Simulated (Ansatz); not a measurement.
Ti3SiC2: response to strain

The reference is Ti$_{3}$SiC$_{2}$ (space group P6_3/mmc, No. 194; a = 3.073 Å, c = 17.723 Å). Axes: x lies along a and z along c of the hexagonal cell.

Strains are applied to the cell and any free atomic positions relax; under biaxial strain the out-of-plane vector relaxes too; under stress the whole cell relaxes.

Level of theory: DFT with PBE, PAW potentials and a 420 eV plane-wave cutoff in Ansatz (a first-principles code), spin-orbit coupling left out.

Notes on the quantities. pressure: mean of the normal stresses, compression positive.

| variant | pressure | volume per atom |
|---|---|---|
| base | 0.0 GPa | 12.08 Å³ |
| biaxial strain −1.01 %, plane normal [001], relaxed out of plane | 2.7 GPa | 11.90 Å³ |
| biaxial strain +1.37 %, plane normal [001], relaxed out of plane | -3.4 GPa | 12.31 Å³ |
| isotropic strain −1.17 % | 7.0 GPa | 11.66 Å³ |
| isotropic strain +1.88 % | -9.1 GPa | 12.77 Å³ |
| uniaxial strain ε_xx = −4.34 % | 9.1 GPa | 11.55 Å³ |
| uniaxial strain ε_xx = +4.21 % | -6.8 GPa | 12.58 Å³ |
| uniaxial stress, 2 GPa compression along x | – | 12.03 Å³ |

Without a gap, meshes like the base's 14×14×3 leave anisotropic stresses uncertain by several tenths of a GPa, and small strain energies with them. Beyond what the load breaks, stability against distortions was not tested. All final runs are without spin polarisation.
